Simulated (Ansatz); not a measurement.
# CdSe: which structure wins at one pressure

Which of rocksalt, CsCl, zincblende, wurtzite, NiAs has the lowest enthalpy for CdSe at one common pressure? Methods of the runs shown: LAPW. Companion runs by PAW are cited.

Program: Ansatz 0.2.0. Level of theory: DFT, PBE, all-electron LAPW, scalar-relativistic. These are calculated values, not measurements.

### Step 1. Starting point

It takes space group Fm-3m (No. 225, cubic). Conventional cell: a = 4.892 Å, b = 4.892 Å, c = 4.892 Å, α = 90.00°, β = 90.00°, γ = 90.00°. Cd (site symmetry m-3m) has 6 Se at 2.45 Å as nearest neighbours. Se (site symmetry m-3m) is surrounded by 6 Cd at 2.45 Å.

Structure file:

```
CELL_PARAMETERS angstrom
0.00000 2.44604 2.44604
2.44604 0.00000 2.44604
2.44604 2.44604 0.00000
ATOMIC_POSITIONS crystal
Cd 0.00000 0.00000 0.00000
Se 0.50000 0.50000 0.50000
```

Atoms are numbered in the order of the input: Cd1, Se2.

### Step 2. Rocksalt relaxed under pressure, LAPW

Input file input.yaml:

```yaml
crystal:
  lattice:
    - [0.0, 2.4460365637, 2.4460365637]
    - [2.4460365637, 0.0, 2.4460365637]
    - [2.4460365637, 2.4460365637, 0.0]
  atoms:
    - { symbol: Cd, position: [0.0, 0.0, 0.0] }
    - { symbol: Se, position: [0.5, 0.5, 0.5] }
kpoints:
  mp_grid: { grid: [14, 14, 14] }
scf:
  occupations: { method: fermi_dirac, width: 0.05 }
hamiltonian:
  xc: pbe
  pseudopotentials: { kind: all_electron, lapw: { basis_error: 0.0005 } }
output:
  forces: true
  stress: true
  eigenvalues: true
relax:
  f_tol: 0.005
  max_steps: 12
  cell: { p_target: 90.0, stress_tol: 0.045 }
```

The run is started by

```bash
$ ansatz run input.yaml --threads 1 --pin off --max-ram 3584MiB --backend cpu --events-out ev --progress --plain --runs-dir out
```

Further steps of the session: CsCl relaxed under pressure, LAPW; Zincblende relaxed under pressure, LAPW; Wurtzite at the cell that PAW relaxed, LAPW; NiAs at the cell that PAW relaxed, LAPW.

Q: Predict the outcome of this session. Wanted: pressure; lowest (for each run or level that gives them).

**Answer**, as computed:

| quantity | value |
| --- | --- |
| pressure | 90 GPa |
| lowest (LAPW) | CsCl, 61.8 meV/atom under rocksalt |
| lowest (PAW) | CsCl, 60.1 meV/atom under rocksalt |

In words: By LAPW the order is CsCl < rocksalt < NiAs < wurtzite < zincblende. By PAW the order is CsCl < rocksalt < NiAs < wurtzite < zincblende. The methods agree on the lowest phase. Only these structures were tried, with electrons smeared by 0.05 eV and without vibrations, so the true ground state may be another. The k meshes differ between phases and weren't tested, which can move differences by some meV.
